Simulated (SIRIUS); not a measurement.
Cl:

```
Cl
1.0
     3.14500   -2.25000    0.00000
     3.14500    2.25000    0.00000
     0.00000    0.00000    8.21000
Cl
4
Direct
  0.37000 0.63000 0.40000
  0.13000 0.87000 0.90000
  0.63000 0.37000 0.60000
  0.87000 0.13000 0.10000
```

Base run:

```yaml
Program: SIRIUS 7.12.0
Functional: PBEsol
Potentials_or_basis: PseudoDojo 0.4.1 PBE standard (scalar relativistic)
Cutoff: 807 eV
Density_cutoff: 3227 eV
k_mesh: 5 × 5 × 3
Occupations: fermi-dirac, width 0.05 eV
Spin: no spin polarisation
```

Its results: band gap on the k mesh 2.41 eV; pressure -0.9 GPa; largest force 0.173 eV/Å.

Task: The run is repeated on the same cell with these changes: functional from PBEsol to LDA; libxc names from ["XC_GGA_X_PBE_SOL", "XC_GGA_C_PBE_SOL"] to ["XC_LDA_X", "XC_LDA_C_PW"]. What comes out?

Result: Band gap on the k mesh 2.33 eV; pressure -2.3 GPa; largest force 0.128 eV/Å.

Caveats: the potentials were made for another functional, which shifts forces and pressure; an odd mesh through Γ misses points on the zone boundary, where band edges often lie.
